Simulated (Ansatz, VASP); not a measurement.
**One calculation of Al4Pt, two programs**

```
Al Pt
1.0
    -2.90563    2.90563    2.90563
     2.90563   -2.90563    2.90563
     2.90563    2.90563   -2.90563
Al Pt
4 1
Direct
  0.50000 0.50000 0.50000
  0.50000 0.00000 0.00000
  0.00000 0.00000 0.50000
  0.00000 0.50000 0.00000
  0.00000 0.00000 0.00000
```

Change from the starting cell: species swapped into the Hg4Pt type (Im-3m, No. 229).

Alike in both runs: functional PBE; k mesh 10 × 10 × 10; occupations gaussian, width 0.1 eV; no spin polarisation.

Ansatz relaxed the structure, and its values are those at the end. VASP's run is a single point on that final structure, the one shown.

```csv
,VASP,Ansatz
version,VASP 6.6.1,Ansatz 0.2.0
potentials or method,"VASP PAW PBE potentials, release 64 (Al, Pt)","scalar-relativistic, plane waves, PAW"
plane-wave cutoff (eV),520,420
valence electrons in the cell,22,30
```

|  | VASP | Ansatz | Ansatz less VASP |
| --- | --- | --- | --- |
| gap on the k mesh at the Fermi level (eV) | none | none | - |
| pressure (GPa) | -0.1 | 0.0 | +0.08 |

A gap of «none» marks a metal or a gap that the smearing closes. The two sets of potentials don't hold the same shells in valence.

Spin-orbit coupling is left out, which matters for the levels of Pt.
